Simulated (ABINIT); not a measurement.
WC (Qusongite):

```
CELL_PARAMETERS angstrom
2.90650 0.00000 0.00000
-1.45325 2.51710 0.00000
0.00000 0.00000 2.83660
ATOMIC_POSITIONS crystal
W 0.00000 0.00000 0.00000
C 0.66667 0.33333 0.50000
```

```yaml
Program: ABINIT 10.8.3 (patched build)
Task: relaxation of cell and atoms
Functional: PBE
Potentials_or_basis: JTH PAW PBE v2.0
Cutoff: 517 eV
k_mesh: 10 × 10 × 9
Occupations: fermi-dirac, width 0.05 eV
Spin: no spin polarisation
```

At the start: pressure 6.5 GPa; volume 10.38 Å³/atom.

**Question.** How do energy, volume and symmetry change on relaxing?

**Answer.** Over 5 steps the energy falls by 3.7 meV/atom and the volume is 10.55 Å³/atom (+1.7 %); space group P-6m2 (No. 187, to 0.05 Å).

Step by step:
```tsv
step	energy change (eV)	largest force (eV/Å)	pressure (GPa)	volume (Å³)
1	0.0000	0.0000	6.51	20.75
2	-0.0071	0.0000	-1.37	21.17
3	-0.0074	0.0000	-0.04	21.10
4	-0.0074	0.0000	0.01	21.10
5	-0.0074	0.0000	0.00	21.10
```

Final structure:
```
W C
1.0
     2.92462    0.00000    0.00000
    -1.46231    2.53280    0.00000
     0.00000    0.00000    2.84802
W C
1 1
Direct
  0.00000 0.00000 0.00000
  0.66667 0.33333 0.50000
```
